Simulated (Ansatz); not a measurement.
# Phosphorus, dhcp under PBE: ground state and equation of state

Aim: take phosphorus in the dhcp structure, relax it, solve it on a dense k-mesh, then scale the cell to 7 volumes from 88 to 112 % of the relaxed one and try a fit of the equation of state. Spin polarisation is left out. The k-meshes are 13×13×4 for the relaxation; 18×18×5 for the dense run; 15×15×4 for the volumes.

Computed with Ansatz 0.2.0 (DFT PBE, plane waves (420 eV) with PAW, scalar-relativistic, unless a step says otherwise).

### Step 1. The starting structure

It takes space group P6_3/mmc (No. 194, hexagonal). Conventional cell: a = 2.782 Å, b = 2.782 Å, c = 9.086 Å, α = 90.00°, β = 90.00°, γ = 120.00°. P (site symmetry -3m) has 12 P at 2.78 Å as nearest neighbours. P (site symmetry -6m2) is surrounded by 12 P at 2.78 Å.

Coordinates:

```cif
data_structure
_symmetry_space_group_name_H-M 'P 1'
_symmetry_Int_Tables_number 1
_cell_length_a 2.7819
_cell_length_b 2.7819
_cell_length_c 9.0855
_cell_angle_alpha 90.000
_cell_angle_beta 90.000
_cell_angle_gamma 120.000
_cell_volume 60.89
loop_
_atom_site_label
_atom_site_type_symbol
_atom_site_fract_x
_atom_site_fract_y
_atom_site_fract_z
_atom_site_occupancy
P1 P 0.00000 0.00000 0.00000 1
P2 P 0.00000 0.00000 0.50000 1
P3 P 0.33333 0.66667 0.25000 1
P4 P 0.66667 0.33333 0.75000 1
```

### Step 2. Relaxing cell and atoms

input.yaml reads:

```yaml
crystal:
  lattice:
    - [2.78185738, 0.0, 0.0]
    - [-1.39092869, 2.4091591608, 0.0]
    - [0.0, 0.0, 9.0855462031]
  atoms:
    - { symbol: P, position: [0.0, 0.0, 0.0] }
    - { symbol: P, position: [0.0, 0.0, 0.5] }
    - { symbol: P, position: [0.3333333333, 0.6666666667, 0.25] }
    - { symbol: P, position: [0.6666666667, 0.3333333333, 0.75] }
hamiltonian:
  xc: pbe
  pseudopotentials:
    kind: paw
    azcp:
      P: "pseudopotentials/P.paw.azcp"
basis:
  ecutwfc: 420
  fft_grid_basis: typed
kpoints:
  mp_grid: { grid: [13, 13, 4], shift: [0, 0, 0] }
magnetization:
  spin_polarized: false
scf:
  occupations: { method: fermi_dirac, width: 0.1 }
relax:
  max_steps: 60
  f_tol: 0.01
  cell: {}
```

Command:

```console
ansatz run input.yaml --threads 1 --pin off --max-ram 3584MiB --backend cpu --events-out ev --progress --plain --runs-dir out
```

Further steps of the session: Single point on a dense mesh; The cell scaled to 88 % of its volume; The cell scaled to 92 % of its volume; The cell scaled to 96 % of its volume; The cell scaled to 100 % of its volume; The cell scaled to 104 % of its volume; The cell scaled to 108 % of its volume; The cell scaled to 112 % of its volume.

What does the calculation give? Wanted: space group; conventional cell; volume; shortest distance; gap on the mesh; relative to black phosphorus; V₀, B₀, B₀′.

The runs gave:

| quantity | value |
| --- | --- |
| space group (spins left aside) | P6_3/mmc (No. 194) |
| conventional cell | a = 2.631 Å, c = 9.823 Å (c/a = 3.734) |
| volume | 14.721 Å³/atom |
| shortest distance | 2.631 Å |
| gap on the mesh | none (levels filled in part) |
| relative to black phosphorus | +806 meV/atom |
| V₀, B₀, B₀′ | 14.672 Å³/atom, 91 GPa, 3.9 |

In words: The relaxation shrank the cell by 3.3 % in volume. Against the reference form of phosphorus (black phosphorus, computed apart with the same settings) it stands 806 meV/atom higher, so it is far from stable. Levels at the Fermi energy are filled in part, as in a metal. The fitted modulus is 91 GPa; letting shape and positions relax at each volume could only lower it. Relaxation kept the symmetry; phonons were not checked.
